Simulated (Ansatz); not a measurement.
GeO2 (space group P3_221)

```xyz
9
Lattice="4.9892 0.0000 0.0000 -2.4946 4.3207 0.0000 0.0000 0.0000 5.6921" Properties=species:S:1:pos:R:3 pbc="T T T"
Ge     1.3693     2.3717     2.8461
Ge     2.2506     0.0000     0.9487
Ge    -1.1253     1.9491     4.7435
O      0.5376     1.7029     4.2446
O      0.7510     3.9349     2.3472
O     -1.2886     3.0037     0.4498
O      1.2059     1.3170     1.4475
O      3.0322     2.6178     3.3449
O      3.2456     0.3859     5.2423
```

The slice is a (1 -1 0 0) plane (indices of the conventional cell) through the point (0.089, 0.695, 0.079) (fractional), spanned by u = [110] and v = [001] in vectors of this cell: u (4.99 Å) and v (5.69 Å, at 90° to u). It covers one period; positions are fractions (u, v).

Calculation: PBEsol (plane waves to 420 eV, PAW, scalar-relativistic; Ansatz, a program for electronic structure). k mesh 8×8×6. Inside the PAW spheres the values are not all-electron values, and peaks at nuclei hang on which shells count as valence. GeO2 was relaxed with its symmetry unable to fall.

**Question.** Around which element is the density of the highest valence band (whole band, smooth part) largest on this plane?

**Answer.** O. Mean over a disc round each atom, of radius 0.45 times the shortest bond: O 0.058, Ge 0.001 e/Å³.

**Question.** Predict the map of the density of the highest valence band (whole band, smooth part) on the slice.

**Answer.** 
```
|2442100000000000000000000|
|3542100000000000000000001|
|2321000000000000000000001|
|1110000000011100000000000|
|0000000000011100000000000|
|0000000000011100000000000|
|0000000000000000000000000|
|0000000000000000000000000|
|0000000000000000000000000|
|0000000000000000000000000|
|0000000000000000000000000|
|0000000000000000000111000|
|0000000000000000001344200|
|0000000000000000002488521|
|0000000000000000002489731|
|0000000000000000001356521|
|0000000000000000000122210|
|0000000000000000000001000|
|0000000000000000000000000|
|0000000000000000000000000|
|0000000000000000000000000|
|0000000000000000000000000|
|0000000000000000000000000|
|1000000000000000000000001|
|2100000000000000000000123|
|4100000000000000000000245|
|2000000000000000000000245|
|0121000000000000000000121|
```
Scale: ten equal steps from 0.000 (start of '0') to 0.258 (end of '9'), in the order '0123456789'. Values: density of the highest valence band (whole band, smooth part) in e/Å³. The map has 25 points along u (one character each, u = 0 at the left) and 28 along v (v = 0 in the bottom row).
